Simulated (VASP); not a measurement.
Crystal: Cu3Au (Auricupride).

```
Au Cu
1.0
     3.74000    0.00000    0.00000
     0.00000    3.74000    0.00000
     0.00000    0.00000    3.74000
Au Cu
1 3
Direct
  0.00000 0.00000 0.00000
  0.50000 0.50000 0.00000
  0.50000 0.00000 0.50000
  0.00000 0.50000 0.50000
```

```yaml
Program: VASP 6.6.1
Task: relaxation of cell and atoms
Functional: RPBE
Dispersion: D3
Potentials_or_basis: VASP PAW PBE potentials, release 64 (Au, Cu)
Cutoff: 600 eV
k_mesh: 7 × 7 × 7
Occupations: fermi-dirac, width 0.05 eV
Spin: no spin polarisation
```

At the start: pressure 3.9 GPa; volume 13.08 Å³/atom.

Task: Where does the relaxation end?

Result: Over 3 steps the energy falls by 4.4 meV/atom and the volume is 13.46 Å³/atom (+2.9 %); space group Pm-3m (No. 221, to 0.05 Å).

The path:
```tsv
step	energy change (eV)	largest force (eV/Å)	pressure (GPa)	volume (Å³)
1	0.0000	0.0000	3.92	52.31
2	-0.0119	0.0000	-2.01	54.77
3	-0.0177	0.0000	0.10	53.84
```

Final structure:
```
CELL_PARAMETERS angstrom
3.77596 0.00000 0.00000
0.00000 3.77596 0.00000
0.00000 0.00000 3.77596
ATOMIC_POSITIONS crystal
Au 0.00000 0.00000 0.00000
Cu 0.50000 0.50000 0.00000
Cu 0.50000 0.00000 0.50000
Cu 0.00000 0.50000 0.50000
```

Caveat: the PAW data sets were made with another functional, which shifts forces and pressure a little; pairwise dispersion overbinds metals, which lowers pressure and volume.
